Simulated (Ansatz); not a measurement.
Spin–orbit splittings in GaP

```
Ga P
1.0
     0.00000    2.58047    2.58047
     2.58047    0.00000    2.58047
     2.58047    2.58047    0.00000
Ga P
1 1
Direct
  0.00000 0.00000 0.00000
  0.50000 0.50000 0.50000
```

Atom numbers follow the list: Ga1, P2.

The conventional cell has a = 5.161 Å, b = 5.161 Å, c = 5.161 Å, α = 90.00°, β = 90.00°, γ = 90.00°. Ga (atom 1) has 6 P at 2.58 Å as nearest neighbours. P (atom 2) is surrounded by 6 Ga at 2.58 Å.

The structure comes from a relaxation in the same program, started in the rocksalt type, and has space group Fm-3m. Whether it is a known phase or the ground state wasn't checked.

Levels of theory: DFT, PBE, all-electron LAPW, scalar-relativistic (Ansatz 0.2.0); DFT, PBE, all-electron LAPW, Dirac equation with spin-orbit coupling (Ansatz 0.2.0).

Settings: a Γ-centred 12×12×12 k mesh, Fermi–Dirac smearing of 0.05 eV, basis error target 1 meV/atom, no spin polarisation.

Levels between -6 and 3 eV, each run counted from its own valence-band top where it has a gap, else its Fermi level. Scalar levels are listed once for both spins; with the coupling every spinor state is counted. Levels near the edges of the range can cross them.

Problem. At Γ (0.000, 0.000, 0.000) the scalar-relativistic levels are 0.03 (×3), 1.46. What are they with spin–orbit coupling?

Solution. -0.04 (×2), 0.07 (×4), 1.47 (×2).

Problem. At L (0.500, 0.500, 0.500) the scalar-relativistic levels are 0.21 (×2). What are they with spin–orbit coupling?

Solution. 0.19 (×2), 0.22 (×2), 3.00 (×2).
